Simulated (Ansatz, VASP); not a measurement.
# InAs: VASP beside Ansatz, part 2 of 2

One calculation is typed for both programs; each brings its own data sets. How far apart do they land? The cell is taken from a series of runs on this material, whose earlier steps may have relaxed, scaled, displaced or heated it; both programs get it as it stands.

VASP 6.6.1 and Ansatz 0.2.0.

So far: Set-up; Ansatz: zone-centre phonons, PBEsol.

## 3. VASP: zone-centre phonons, PBEsol

Level of this step: PBEsol; plane waves and PAW (As, In_d) (VASP).

The same cell, functional, mesh and smearing now go to VASP, with its own data sets.

Lines of VASP's logs that name or quote its potential files are left out, and so is its time.

Input file INCAR:

```
SYSTEM = InAs
PREC = Accurate
ENCUT = 500
EDIFF = 1E-08
NELM = 120
ISMEAR = 1
SIGMA = 0.2
LREAL = .FALSE.
ALGO = Normal
GGA = PS
NBANDS = 15
LORBIT = 11
LWAVE = .FALSE.
LCHARG = .FALSE.
ISIF = 2
IBRION = 8
LASPH = .TRUE.
GGA_COMPAT = .FALSE.
KPAR = 2
```

Input file POSCAR:

```
InAs
1.0
    0.0000000000      3.0739751144      3.0092298542
    3.0739751144      0.0000000000      3.0092298542
    3.0739751144      3.0739751144      0.0000000000
As In
1 1
Direct
    0.7500000000      0.7500000000      0.7500000000
    0.0000000000      0.0000000000      0.0000000000
```

Input file KPOINTS:

```
Automatic mesh
0
Gamma
12 12 12
0 0 0
```

Potentials, in the order of the species: As and In_d (PBE family, release 64).

On the command line:

```bash
> mpirun -np 2 vasp_std
```

Numbers of over 12 decimals in the logs are rounded to 6 here.

What it wrote:

```text
[banner, memory and clock lines left out]
running    2 mpi-ranks, on    1 nodes
 distrk:  each k-point on    1 cores,    2 groups
 distr:  one band on    1 cores,    1 groups

 POSCAR found type information on POSCAR AsIn
 POSCAR found :  2 types and       2 ions
|                                                                             |
|               ----> ADVICE to this user running VASP <----                  |
|                                                                             |
|     You enforced a specific xc type in the INCAR file but a different       |
|     [... a line on the potential file left out ...]
|     I HOPE YOU KNOW WHAT YOU ARE DOING!                                     |
|                                                                             |

 LDA part: xc-table for (Slater+PW92), standard interpolation
 POSCAR, INCAR and KPOINTS ok, starting setup
 FFT: planning ... GRIDC
 FFT: planning ... GRID_SOFT
 FFT: planning ... GRID
 WAVECAR not read
 entering main loop
       N       E                     dE             d eps       ncg     rms          rms(c)
DAV:   1     0.110444494416E+03    0.11044E+03   -0.81956E+03  4911   0.125E+03
DAV:   2    -0.128931152174E+01   -0.11173E+03   -0.10769E+03  5317   0.298E+02
DAV:   3    -0.857987934795E+01   -0.72906E+01   -0.72560E+01  6262   0.773E+01
DAV:   4    -0.876733942553E+01   -0.18746E+00   -0.18737E+00  5960   0.140E+01
DAV:   5    -0.877595367531E+01   -0.86142E-02   -0.86141E-02  7305   0.257E+00    0.425E+00
DAV:   6    -0.851907811853E+01    0.25688E+00   -0.39733E-01  7719   0.117E+01    0.232E+00
DAV:   7    -0.848942872380E+01    0.29649E-01   -0.10643E-01  6864   0.331E+00    0.675E-01
DAV:   8    -0.848791088835E+01    0.15178E-02   -0.12154E-02  6424   0.133E+00    0.180E-01
DAV:   9    -0.848815716307E+01   -0.24627E-03   -0.86152E-04  6187   0.288E-01    0.101E-01
DAV:  10    -0.848822395167E+01   -0.66789E-04   -0.12114E-04  7617   0.155E-01    0.621E-02
DAV:  11    -0.848824348596E+01   -0.19534E-04   -0.54597E-05  5674   0.103E-01    0.460E-02
DAV:  12    -0.848824338151E+01    0.10445E-06   -0.55242E-06  5805   0.256E-02    0.823E-03
DAV:  13    -0.848824349133E+01   -0.10982E-06   -0.11813E-06  6472   0.611E-03    0.368E-03
DAV:  14    -0.848824345811E+01    0.33217E-07   -0.61059E-08  6096   0.249E-03    0.134E-03
DAV:  15    -0.848824350608E+01   -0.47972E-07   -0.23555E-09  4440   0.716E-04    0.494E-04
DAV:  16    -0.848824351688E+01   -0.10800E-07   -0.20657E-09  3789   0.407E-04    0.886E-05
DAV:  17    -0.848824351849E+01   -0.16046E-08   -0.11152E-09  3096   0.242E-04
   1 F= -.84882435E+01 E0= -.84883997E+01  d E =0.468635E-03
 Linear response reoptimize wavefunctions to high precision
DAV:   1    -0.848824351906E+01   -0.56934E-09   -0.18104E-10  4034   0.164E-04
DAV:   2    -0.848824351904E+01    0.16826E-10   -0.53342E-11  2942   0.709E-05
 Linear response DOF=           4
 Linear response progress:
  Degree of freedom:   1/  4
       N       E                     dE             d eps       ncg     rms          rms(c)
RMM:   1    -0.467795573215E-01   -0.46780E-01    0.64714E-02 29408   0.151E+00
RMM:   2    -0.443742111557E-01    0.24053E-02    0.15068E-03 22354   0.555E-01    0.105E-01
RMM:   3    -0.450602379252E-01   -0.68603E-03   -0.17845E-03 26447   0.232E-01    0.459E-02
RMM:   4    -0.452643994286E-01   -0.20416E-03   -0.14067E-04 26794   0.780E-02    0.112E-02
RMM:   5    -0.453043665583E-01   -0.39967E-04   -0.16643E-05 27605   0.309E-02    0.518E-03
RMM:   6    -0.452902697885E-01    0.14097E-04   -0.19825E-06 26683   0.853E-03    0.154E-03
RMM:   7    -0.452882396601E-01    0.20301E-05   -0.15845E-07 29188   0.251E-03    0.984E-04
RMM:   8    -0.452890230676E-01   -0.78341E-06   -0.61969E-08 26797   0.111E-03    0.480E-04
RMM:   9    -0.452896797431E-01   -0.65668E-06    0.22647E-08 27610   0.382E-04    0.866E-05
RMM:  10    -0.452897272567E-01   -0.47514E-07   -0.86655E-09 30133   0.150E-04    0.584E-05
RMM:  11    -0.452897237066E-01    0.35501E-08   -0.33858E-08 28186   0.558E-05    0.108E-05
 first order change of Fermi-energy   0.15993E-03
 force on displaced ion       1 direction 1 :  -7.101  -0.000   0.000
 Linear response progress:
  Degree of freedom:   2/  4
       N       E                     dE             d eps       ncg     rms          rms(c)
RMM:   1    -0.465974205029E-01   -0.46597E-01    0.64234E-02 17097   0.149E+00
RMM:   2    -0.443280618789E-01    0.22694E-02    0.12864E-03 13266   0.549E-01    0.102E-01
RMM:   3    -0.449743479253E-01   -0.64629E-03   -0.17447E-03 15434   0.227E-01    0.450E-02
RMM:   4    -0.451677033332E-01   -0.19336E-03   -0.13363E-04 15640   0.764E-02    0.111E-02
RMM:   5    -0.452084457304E-01   -0.40742E-04   -0.16088E-05 16028   0.307E-02    0.483E-03
RMM:   6    -0.451954141736E-01    0.13032E-04   -0.18663E-06 15613   0.817E-03    0.146E-03
RMM:   7    -0.451929069495E-01    0.25072E-05   -0.16356E-07 17003   0.247E-03    0.868E-04
RMM:   8    -0.451936860400E-01   -0.77909E-06   -0.43186E-08 15375   0.106E-03    0.391E-04
RMM:   9    -0.451942732067E-01   -0.58717E-06   -0.19343E-08 16231   0.339E-04    0.862E-05
RMM:  10    -0.451943271051E-01   -0.53898E-07    0.34186E-08 17490   0.133E-04    0.512E-05
RMM:  11    -0.451943206976E-01    0.64075E-08   -0.26282E-08 16565   0.507E-05    0.103E-05
 first order change of Fermi-energy   0.97393E-03
 force on displaced ion       1 direction 3 :   0.000   0.000  -7.036
 Linear response progress:
  Degree of freedom:   3/  4
       N       E                     dE             d eps       ncg     rms          rms(c)
RMM:   1    -0.233550720401E+00   -0.23355E+00   -0.10125E-01 19298   0.483E+00
RMM:   2    -0.236028424316E+00   -0.24777E-02   -0.12948E-02 24282   0.102E+00    0.771E-02
RMM:   3    -0.235945066835E+00    0.83357E-04   -0.15224E-03 26324   0.315E-01    0.378E-02
RMM:   4    -0.235731262698E+00    0.21380E-03   -0.14510E-04 27177   0.107E-01    0.210E-02
RMM:   5    -0.235669534543E+00    0.61728E-04   -0.21858E-05 28045   0.393E-02    0.735E-03
RMM:   6    -0.235664091707E+00    0.54428E-05   -0.20341E-06 28001   0.135E-02    0.188E-03
RMM:   7    -0.235674745111E+00   -0.10653E-04    0.30639E-07 28907   0.399E-03    0.807E-04
RMM:   8    -0.235673946231E+00    0.79888E-06    0.46518E-07 28307   0.170E-03    0.350E-04
RMM:   9    -0.235673897101E+00    0.49130E-07    0.96018E-08 29662   0.741E-04    0.876E-05
RMM:  10    -0.235673902500E+00   -0.53990E-08    0.24398E-07 30172   0.313E-04    0.259E-05
RMM:  11    -0.235673970042E+00   -0.67542E-07    0.18564E-07 30412   0.148E-04    0.176E-05
RMM:  12    -0.235673994965E+00   -0.24923E-07    0.14203E-07 30112   0.799E-05    0.150E-05
RMM:  13    -0.235674021000E+00   -0.26035E-07    0.81271E-08 27862   0.503E-05    0.141E-05
RMM:  14    -0.235674022609E+00   -0.16094E-08    0.46481E-08 30073   0.299E-05    0.182E-05
 first order change of Fermi-energy  -0.36319E-04
 force on displaced ion       2 direction 1 :  -7.127   0.000  -0.000
 Linear response progress:
  Degree of freedom:   4/  4
       N       E                     dE             d eps       ncg     rms          rms(c)
RMM:   1    -0.233421627226E+00   -0.23342E+00   -0.98906E-02 11359   0.484E+00
RMM:   2    -0.235900475867E+00   -0.24788E-02   -0.12450E-02 14220   0.101E+00    0.751E-02
RMM:   3    -0.235812521911E+00    0.87954E-04   -0.14631E-03 15479   0.310E-01    0.369E-02
RMM:   4    -0.235588342235E+00    0.22418E-03   -0.13571E-04 15857   0.104E-01    0.201E-02
RMM:   5    -0.235521262115E+00    0.67080E-04   -0.23177E-05 16371   0.384E-02    0.723E-03
RMM:   6    -0.235514382150E+00    0.68800E-05   -0.29532E-06 16332   0.127E-02    0.188E-03
RMM:   7    -0.235525017127E+00   -0.10635E-04   -0.44415E-07 16789   0.366E-03    0.803E-04
RMM:   8    -0.235524423338E+00    0.59379E-06   -0.67157E-08 16523   0.153E-03    0.337E-04
RMM:   9    -0.235524502476E+00   -0.79137E-07   -0.42619E-08 17377   0.628E-04    0.953E-05
RMM:  10    -0.235524481661E+00    0.20815E-07    0.17939E-07 17431   0.248E-04    0.231E-05
RMM:  11    -0.235524535796E+00   -0.54135E-07    0.13483E-07 17736   0.117E-04    0.104E-05
RMM:  12    -0.235524583383E+00   -0.47588E-07    0.97724E-08 17599   0.620E-05    0.108E-05
RMM:  13    -0.235524592508E+00   -0.91250E-08    0.45746E-08 16547   0.377E-05    0.119E-05
 first order change of Fermi-energy  -0.68066E-04
 force on displaced ion       2 direction 3 :   0.000   0.000  -7.032
 Linear response finished
```

Parts of OUTCAR (step 3):

```text
ion  position               nearest neighbor table
   1  0.750  0.750  0.750-   2 2.64   2 2.64   2 2.64   2 2.64
   2  0.000  0.000  0.000-   1 2.64   1 2.64   1 2.64   1 2.64

  LATTYP: Found a body centered tetragonal cell.
 ALAT       =     4.3472572972
 C/A-ratio  =     1.3844268459

 Subroutine GETGRP returns: Found  8 space group operations
 (whereof  8 operations were pure point group operations)

The static configuration has the point symmetry D_2d.

 Found    163 irreducible k-points:

   k-points           NKPTS =    163   k-points in BZ     NKDIM =    163   number of bands    NBANDS=     15

   dimension x,y,z NGX =    32 NGY =   32 NGZ =   32
   dimension x,y,z NGXF=    64 NGYF=   64 NGZF=   64

   ENCUT  =  500.0 eV  36.75 Ry    6.06 a.u.   7.84  7.84  7.93*2*pi/ulx,y,z

   NELECT =      18.0000    total number of electrons

 k-points in reciprocal lattice and weights: Automatic mesh
   0.00000000  0.00000000  0.00000000       0.001
   0.08333333  0.00000000  0.00000000       0.005
   0.16666667 -0.00000000  0.00000000       0.005
   0.25000000 -0.00000000  0.00000000       0.005
   0.33333333 -0.00000000  0.00000000       0.005
   0.41666667  0.00000000  0.00000000       0.005
   0.50000000 -0.00000000  0.00000000       0.002
   0.08333333  0.08333333  0.00000000       0.001
   0.16666667  0.08333333  0.00000000       0.005
[...]
-0.33333333  0.16666667  0.50000000       0.002
  -0.25000000  0.25000000  0.50000000       0.001

 average (electrostatic) potential at core
       1 -49.7622       2 -96.6761

  Total       -0.2215480     -0.2215480      0.0259075      0.0000000      0.0000000      0.0000000
  in kB       -6.2415492     -6.2415492      0.7298764      0.0000000      0.0000000      0.0000000
  external PRESSURE =      -3.9177407 kB  Pullay stress =       0.0000000 kB

  energy-cutoff  :      500.00
  volume of cell :       56.87
      direct lattice vectors                 reciprocal lattice vectors
     0.000000000  3.073975114  3.009229854    -0.162655839  0.162655839  0.166155470
     3.073975114  0.000000000  3.009229854     0.162655839 -0.162655839  0.166155470
     3.073975114  3.073975114  0.000000000     0.162655839  0.162655839 -0.166155470

 POSITION                                       TOTAL-FORCE (eV/Angst)
 -----------------------------------------------------------------------------------
      4.61096      4.61096      4.51384         0.000000      0.000000      0.000000
      0.00000      0.00000      0.00000        -0.000000     -0.000000     -0.000000
 -----------------------------------------------------------------------------------
    total drift:                               -0.000000     -0.000000     -0.000000

 Eigenvectors and eigenvalues of the dynamical matrix
 ----------------------------------------------------

   1 f  =    6.191522 THz    38.902483 2PiTHz  206.526957 cm-1    25.606068 meV
             X         Y         Z           dx          dy          dz
      4.610963  4.610963  4.513845     0.777358   -0.000000    0.000000
      0.000000  0.000000  0.000000    -0.629059    0.000000    0.000000

   2 f  =    6.191522 THz    38.902483 2PiTHz  206.526957 cm-1    25.606068 meV
             X         Y         Z           dx          dy          dz
      4.610963  4.610963  4.513845    -0.000000   -0.777358    0.000000
      0.000000  0.000000  0.000000     0.000000    0.629059    0.000000

   3 f  =    6.158000 THz    38.691857 2PiTHz  205.408782 cm-1    25.467432 meV
             X         Y         Z           dx          dy          dz
      4.610963  4.610963  4.513845     0.000000    0.000000    0.777999
      0.000000  0.000000  0.000000     0.000000    0.000000   -0.628266

   4 f/i=    0.000911 THz     0.005723 2PiTHz    0.030380 cm-1     0.003767 meV
             X         Y         Z           dx          dy          dz
      4.610963  4.610963  4.513845     0.000000    0.000000   -0.628266
      0.000000  0.000000  0.000000     0.000000    0.000000   -0.777999

   5 f/i=    0.005399 THz     0.033923 2PiTHz    0.180092 cm-1     0.022329 meV
             X         Y         Z           dx          dy          dz
      4.610963  4.610963  4.513845    -0.423270   -0.465358    0.000000
      0.000000  0.000000  0.000000    -0.523055   -0.575064    0.000000

   6 f/i=    0.005399 THz     0.033923 2PiTHz    0.180092 cm-1     0.022329 meV
             X         Y         Z           dx          dy          dz
      4.610963  4.610963  4.513845    -0.465358    0.423270    0.000000
      0.000000  0.000000  0.000000    -0.575064    0.523055    0.000000

 ELASTIC MODULI CONTR FROM IONIC RELAXATION (kBar)
 Direction    XX          YY          ZZ          XY          YZ          ZX
 --------------------------------------------------------------------------------
 XX           0.0000      0.0000      0.0000      0.0000      0.0000      0.0000
 YY           0.0000      0.0000      0.0000      0.0000      0.0000      0.0000
 ZZ           0.0000      0.0000      0.0000      0.0000      0.0000      0.0000
 XY           0.0000      0.0000      0.0000   -194.5648      0.0000      0.0000
 YZ           0.0000      0.0000      0.0000      0.0000   -202.4085      0.0000
 ZX           0.0000      0.0000      0.0000      0.0000      0.0000   -182.0813
 --------------------------------------------------------------------------------
```

## 4. Differences

Known differences besides the potentials themselves: the data sets hold 28 valence electrons in Ansatz (on its PAW soft_1 files) and 18 in VASP; the cutoff is 420 eV in Ansatz and 500 eV in VASP; Ansatz makes its cores anew for this functional, VASP keeps those of its PBE data sets. Total energies have different zeros and are not compared.

Both answers:

```tsv
quantity	Ansatz	VASP	difference
optical mode 1 (cm⁻¹)	205.0	205.4	-0.20 %
optical mode 2 to 3 (cm⁻¹)	205.9	206.5	-0.30 %
```

Modes are paired by rising frequency, not by their patterns, so a pair may set unlike modes beside each other; they are those without the splitting of longitudinal modes.

## 5. Results

```yaml
r_m_s_difference_of_the_optical_zone_centre_modes_each_program_s_sorted_by_frequency_zone_centre_phonons_pbesol: 0.57 cm⁻¹
```

In words: The r.m.s. difference of the optical zone-centre modes, each program's sorted by frequency is 0.57 cm⁻¹ (zone-centre phonons, PBEsol). The data sets hold unlike numbers of valence electrons (28 in Ansatz and 18 in VASP), so part of the differences comes from the potentials. How closely two codes agree says nothing of how well the functional describes the real material.

[Lines on the potential files, build, host, timing and source positions are cut from VASP's logs without a mark.]

[Logs are printed without paths, hosts, clocks, repeated set-up lines and the standing remarks that a program may print on its own settings, such as how far it seeks lower states.]

[Hosts, paths, dates, database ids (printed as entryN), source tags and the programs' standing remarks are cut or masked in the printed files.]
